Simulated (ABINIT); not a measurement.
Crystal: CuAu.

```
Au Cu
1.0
     2.81075    0.00000    0.00000
     0.00000    2.81075    0.00000
     0.00000    0.00000    3.68500
Au Cu
1 1
Direct
  0.00000 0.00000 0.00000
  0.50000 0.50000 0.50000
```

| Property | Result |
| --- | --- |
| Program | ABINIT 10.8.3 (patched build) |
| Task | single point |
| Functional | PBE |
| Potentials or basis | JTH PAW PBE v2.0 |
| Cutoff | 707 eV |
| k mesh | 9 × 9 × 7 |
| Occupations | fermi-dirac, width 0.05 eV |
| Spin | no spin polarisation |

On this cell: pressure 4.7 GPa; largest force under 0.003 eV/Å; band gap on the k mesh none (metal or under the smearing width).

The same run follows on a disturbed copy (atoms moved at random, drawn with an rms of 0.05 Å):

```
Au Cu
1.0
     2.81075    0.00000    0.00000
     0.00000    2.81075    0.00000
     0.00000    0.00000    3.68500
Au Cu
1 1
Direct
  0.99294 0.00315 0.98443
  0.49656 0.48971 0.49476
```

**Question.** What changes?

**Answer.** The energy (extrapolated to zero smearing) moves by +4.1 meV/atom; pressure 4.9 GPa; largest force 0.310 eV/Å; band gap on the k mesh none (metal or under the smearing width).

Forces in eV/Å, atoms in the order of the input:
```
Au   0.038 -0.137  0.275
Cu  -0.038  0.137 -0.275
```

Stress tensor (GPa, compression positive):
```
 5.16 -0.02  0.04
-0.02  5.15 -0.17
 0.04 -0.17  4.42
```
